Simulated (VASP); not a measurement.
**InP in VASP 6.6.1, single-point calculation**

INCAR

```
EDIFF = 1E-7
LASPH = .TRUE.
ENCUT = 520
LWAVE = .FALSE.
LREAL = .TRUE.
NSW = 0
NBANDS = 16
ALGO = VeryFast
NELM = 120
IBRION = -1
ISIF = 2
SIGMA = 0.02
GGA = PE
PREC = Accurate
LCHARG = .FALSE.
ISMEAR = -1
```

KPOINTS

```
KPOINTS created by Atomic Simulation Environment
0
Monkhorst-Pack
8 8 8
0 0 0
```

POSCAR

```
In P
 1.0000000000000000
     0.0000000000000000    3.0294046015000000    2.9537876380000001
     3.0294046015000000    0.0000000000000000    2.9537876380000001
     3.0294046015000000    3.0294046015000000    0.0000000000000000
 In  P
   1   1
Cartesian
  0.0000000000000000  0.0000000000000000  0.0000000000000000
  1.5147023007499998  1.5147023007499998  1.4768938189999998
```

The recommended PBE PAW datasets give the neutral cell 18 valence electrons.

Command

```
mpirun -np 1 vasp_std
```

Problem. Predict the outcome of this run.

Solution. It converged. Results: gap between bands v and c on the k mesh 0.88 eV; least direct gap on the k mesh 0.88 eV; pressure -1.5 GPa. Band v is the last that the valence electrons fill when counted band by band, and c is the next.

OSZICAR

```
N       E                     dE             d eps       ncg     rms          rms(c)
RMM:   1     0.105476795873E+03    0.10548E+03   -0.62839E+03  2304   0.102E+03
RMM:   2    -0.739371788128E+01   -0.11287E+03   -0.15156E+03  2304   0.238E+02
RMM:   3    -0.458530219936E+01    0.28084E+01   -0.12785E+02  2304   0.111E+02
RMM:   4    -0.821074388634E+01   -0.36254E+01   -0.32391E+01  2304   0.563E+01
RMM:   5    -0.868744856789E+01   -0.47670E+00   -0.13884E+01  2304   0.360E+01
RMM:   6    -0.873713242166E+01   -0.49684E-01   -0.97131E+00  2304   0.221E+01
RMM:   7    -0.883637687562E+01   -0.99244E-01   -0.38552E+00  2304   0.152E+01
RMM:   8    -0.878352482083E+01    0.52852E-01   -0.19219E+01  2304   0.129E+01
RMM:   9    -0.873860071598E+01    0.44924E-01   -0.20650E+00  7758   0.834E+00
RMM:  10    -0.878864559047E+01   -0.50045E-01   -0.16956E-01  7769   0.208E+00
RMM:  11    -0.879242213711E+01   -0.37765E-02   -0.39166E-02  8272   0.960E-01
RMM:  12    -0.879307157110E+01   -0.64943E-03   -0.60952E-03  8159   0.343E-01    0.500E+00
RMM:  13    -0.842381957451E+01    0.36925E+00   -0.45799E-01  7532   0.540E+00    0.286E+00
RMM:  14    -0.839988536046E+01    0.23934E-01   -0.89140E-02  6882   0.160E+00    0.128E+00
RMM:  15    -0.840036114638E+01   -0.47579E-03   -0.18103E-02  5799   0.179E+00    0.119E-01
RMM:  16    -0.840098655507E+01   -0.62541E-03   -0.81642E-03  6740   0.943E-01    0.762E-02
RMM:  17    -0.840122659275E+01   -0.24004E-03   -0.27034E-03  7384   0.496E-01    0.766E-02
RMM:  18    -0.840132557250E+01   -0.98980E-04   -0.29185E-04  6539   0.156E-01    0.374E-02
RMM:  19    -0.840135822733E+01   -0.32655E-04   -0.86545E-05  5663   0.816E-02    0.819E-03
RMM:  20    -0.840136085741E+01   -0.26301E-05   -0.29349E-05  7506   0.420E-02    0.107E-02
RMM:  21    -0.840136127508E+01   -0.41767E-06   -0.46840E-06  7618   0.167E-02    0.117E-02
RMM:  22    -0.840136137058E+01   -0.95498E-07   -0.77717E-07  6058   0.759E-03
   1 F= -.84013614E+01 E0= -.84013614E+01  d E =-.322569E-11
```

These settings aren't sound, so the numbers aren't properties of the crystal. The shifted mesh misses Γ, so a band edge there is missed.

On sound settings PBE gives a gap of 0.23 eV on its mesh and a pressure of -1.4 GPa for the intended cell.
